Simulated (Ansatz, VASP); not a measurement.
## HgTe in VASP and in Ansatz

The input INCAR:

```
PREC = Accurate
ENCUT = 520
EDIFF = 1E-8
ISMEAR = -1
SIGMA = 0.08
LREAL = F
LASPH = T
NELM = 100
ALGO = Normal
ISIF = 2
LWAVE = F
LCHARG = F
GGA = CA
LEFG = T
NBANDS = 16
```

Contents of KPOINTS:

```
Automatic mesh
0
Gamma
  10 10 10
```

File POSCAR:

```
HgTe
1.0
    0.0000000000      3.0091450000      2.9215000000
    3.0091450000      0.0000000000      2.9215000000
    3.0091450000      3.0091450000      0.0000000000
Hg Te
1 1
Direct
    0.0000000000      0.0000000000      0.0000000000
    0.5000000000      0.5000000000      0.5000000000
```

Input for Ansatz:

```yaml
crystal:
  lattice:
    - [0.0, 3.009145, 2.9215]
    - [3.009145, 0.0, 2.9215]
    - [3.009145, 3.009145, 0.0]
  atoms:
    - { symbol: Hg, position: [0.0, 0.0, 0.0] }
    - { symbol: Te, position: [0.5, 0.5, 0.5] }
kpoints:
  mp_grid: { grid: [10, 10, 10] }
scf:
  occupations: { method: fermi_dirac, width: 0.08 }
hamiltonian:
  xc: lda
  pseudopotentials: { kind: paw }
output:
  forces: true
  stress: true
  eigenvalues: true
  efg: { contact_densities: true }
```

Change from the starting cell: equal xx and yy strain of +3 %, PAW files.

Alike in both runs: task electric field gradients; functional LDA; k mesh 10 × 10 × 10; occupations fermi-dirac, width 0.08 eV; no spin polarisation.

|  | VASP | Ansatz |
| --- | --- | --- |
| version | VASP 6.6.1 | Ansatz 0.2.0 |
| potentials or method | VASP PAW LDA potentials, release 64 (Hg, Te) | PAW with Ansatz's default frozen-core files, scalar-relativistic |
| plane-wave cutoff (eV) | 520 | 420 |
| valence electrons in the cell | 18 | 36 |

|  | VASP | Ansatz | Ansatz less VASP |
| --- | --- | --- | --- |
| pressure (GPa) | 0.0 | -0.4 | -0.42 |
| largest component of the traceless stress (GPa) | 1.87 | 1.78 | -0.085 |
| Vzz of the field gradient on the site that differs most (V/Å²) | -54.1 | -36.0 | +18.12 |

The two sets of potentials don't hold the same shells in valence. Ansatz warned: «gradients_without_spin_orbit».

Spin-orbit coupling is left out, which matters for the levels of Hg, Te.
